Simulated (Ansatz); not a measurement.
**How Y stores the work of compression**

All numbers below come from Ansatz 0.2.0, DFT PBE, scalar-relativistic, plane waves, PAW. Run with 420 eV cutoff, 15×15×4 k-mesh, Gaussian smearing of 0.10 eV, no spin polarisation.

Reference structure (relaxed):

```xyz
4
Lattice="3.5993 0.0000 0.0000 -1.7996 3.1171 0.0000 0.0000 0.0000 11.5725" Properties=species:S:1:pos:R:3 pbc="T T T"
Y     0.0000    0.0000    0.0000
Y     0.0000    2.0780    2.8931
Y     0.0000    0.0000    5.7862
Y     1.7996    1.0390    8.6794
```

Cell and atoms were relaxed at each target pressure within the start's symmetry (P6_3/mmc), at zero temperature; other phases can be more stable under pressure. H = E + PV with P the target; E is the free energy at the smearing used, whose derivative the pressure is, per atom and counted from zero pressure.

```csv
P (GPa),V (Å³/atom),E − E0 (meV),H − H0 (meV)
0,32.459,0.0,0.0
3,30.330,18.9,586.9
8,27.705,106.5,1489.8
15,25.148,286.6,2641.0
30,21.644,764.8,4817.5
60,17.649,1847.3,8456.7
```

Thermodynamics gives dH/dP = V along a relaxed path. Integrate V over P by the trapezoid rule and compare with the computed enthalpies.

With 1 eV/Å³ = 160.22 GPa, each step adds the mean volume times ΔP / 160.22:
```csv
P (GPa),∫V dP (meV),H − H0 (meV),difference (meV)
3,587.8,586.9,1.0
8,1493.4,1489.8,3.6
15,2648.0,2641.0,7.0
30,4838.3,4817.5,20.9
60,8517.0,8456.7,60.3
```

V(P) curves upward, so the trapezoid rule runs high; integrating a smooth curve through the same points puts that excess at about 57.8 meV at 60 GPa, against the 60.3 meV found. What is left comes from the shape of V(P) between points this far apart, and from the mesh, the smearing and the stress tolerance.

At 60 GPa, how much of the enthalpy change is stored energy and how much is the PV term?

E rises by 1847 meV/atom and PV is 60 × 17.649 / 160.22 = 6609 meV/atom, so PV makes 78 % of ΔH. So between rival structures at high pressure a small difference in volume can outweigh the difference in energy: 1 % of this volume is worth 66.1 meV/atom at this pressure.

What bulk modulus do the lowest pressures give?

From the pressures that the runs reached, -2.99 GPa (35.419 Å³) and 2.98 GPa (30.330 Å³), B = −ΔP/Δln V = 5.97 / 0.1551 = 38 GPa, a mean over that range.